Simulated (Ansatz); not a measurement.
# Crystal structures of iron under r²SCAN

Method: Ansatz 0.2.0, DFT, r2SCAN, plane waves (500 eV) with PAW, scalar-relativistic. The PAW files were generated under PBE, with cores re-solved for the functional.

Each structure is relaxed within its own symmetry, so a high-lying one may be dynamically unstable.

(1) Rank these structures of iron by energy per atom, lowest first.
A. hcp
B. omega (AlB2-type)
C. diamond
D. fcc
E. simple cubic
F. dhcp
G. bcc
H. A15

```tsv
structure	ΔE (meV/atom)	V (Å³/atom)	cell	magnetic state
bcc	0	11.81	a = 2.869 Å	ferromagnetic, net 2.65 μB per atom
A15	81	11.99	a = 4.577 Å	ferromagnetic, net 2.68 μB per atom
fcc	103	12.19	a = 3.653 Å	ferromagnetic, net 2.82 μB per atom
dhcp	133	12.15	a = 2.557 Å, c = 8.588 Å (c/a = 3.359)	ferromagnetic, net 2.81 μB per atom
omega (AlB2-type)	144	12.27	a = 4.209 Å, c = 2.399 Å (c/a = 0.570)	ferromagnetic, net 2.81 μB per atom
hcp	167	12.23	a = 2.539 Å, c = 4.381 Å (c/a = 1.725)	ferromagnetic, net 2.79 μB per atom
simple cubic	781	14.04	a = 2.412 Å	ferromagnetic, net 2.90 μB per atom
diamond	1880	13.93	a = 4.812 Å	spin not included
```

ΔE counts from bcc.

Differences under about 8 meV lie within the error of the k-point mesh.

Answers

(1) G (0 meV/atom), H (81 meV/atom), D (103 meV/atom), F (133 meV/atom), B (144 meV/atom), A (167 meV/atom), E (781 meV/atom), C (1880 meV/atom).
